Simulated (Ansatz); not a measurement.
F: checking dH/dP = V

Theory: DFT r2SCAN, scalar-relativistic, plane waves, PAW in Ansatz. Settings: 500 eV cutoff, 8×8×4 k-mesh, Gaussian smearing of 0.02 eV, no spin polarisation.

Starting point, cell and atoms relaxed:

```
F
1.0
     2.68171   -1.55170   -0.13373
     2.68171    1.55170   -0.13373
    -1.83546    0.00000    7.01898
F
4
Direct
  0.08273 0.08273 0.09519
  0.91727 0.91727 0.90481
  0.49558 0.49558 0.59534
  0.50442 0.50442 0.40466
```

Cell and atoms were relaxed at each target pressure within the start's symmetry (C2/m), at zero temperature; other phases can be more stable under pressure. H = E + PV with P the target; E is the free energy at the smearing used, whose derivative the pressure is, per atom and counted from zero pressure. The mesh named is that at zero pressure; some other pressures ran on another.

```tsv
P (GPa)	V (Å³/atom)	E − E0 (meV)	H − H0 (meV)
0	14.413	0.0	0.0
1	12.969	3.8	84.8
4	11.252	27.9	308.9
12	9.554	105.7	821.3
25	8.379	235.7	1543.2
50	7.284	481.9	2755.1
90	6.388	862.0	4450.1
```

Task: Thermodynamics gives dH/dP = V along a relaxed path. Integrate V over P by the trapezoid rule and compare with the computed enthalpies.

Result: With 1 eV/Å³ = 160.22 GPa, each step adds the mean volume times ΔP / 160.22:
```tsv
P (GPa)	∫V dP (meV)	H − H0 (meV)	difference (meV)
1	85.5	84.8	0.7
4	312.2	308.9	3.4
12	831.7	821.3	10.3
25	1559.2	1543.2	16.0
50	2781.3	2755.1	26.1
90	4487.9	4450.1	37.8
```

V(P) curves upward, so the trapezoid rule runs high; integrating a smooth curve through the same points (P as a polynomial of degree 4 in ln V) puts that excess at about 37.8 meV at 90 GPa, against the 37.8 meV found.

Task: At 90 GPa, how much of the enthalpy change is stored energy and how much is the PV term?

Result: E rises by 862 meV/atom and PV is 90 × 6.388 / 160.22 = 3588 meV/atom, so PV makes 81 % of ΔH. So between rival structures at high pressure a small difference in volume can outweigh the difference in energy: 1 % of this volume is worth 35.9 meV/atom at this pressure.

Task: What bulk modulus do the lowest pressures give?

Result: From the pressures that the runs reached, 0.00 GPa (14.413 Å³) and 1.01 GPa (12.969 Å³), B = −ΔP/Δln V = 1.01 / 0.1056 = 10 GPa, a mean over that range. Where layers or molecules are held by dispersion forces, this functional describes the zero-pressure volume and B poorly.

Task: The gap is 3.695 eV at 0.00 GPa and 3.522 eV at 1.01 GPa. What pressure coefficient and volume deformation potential follow?

Result: dE_g/dP = -171.4 meV/GPa, and a_V = dE_g/d ln V = −B dE_g/dP = 1.63 eV. A gap that closes or barely moves under pressure is usual where the conduction edge lies away from the zone centre, has d character, or where the bands broaden faster than they shift. If the edges move to other points of the zone within the range, this is a mean of two slopes. Gaps are generalised Kohn–Sham gaps over the whole zone.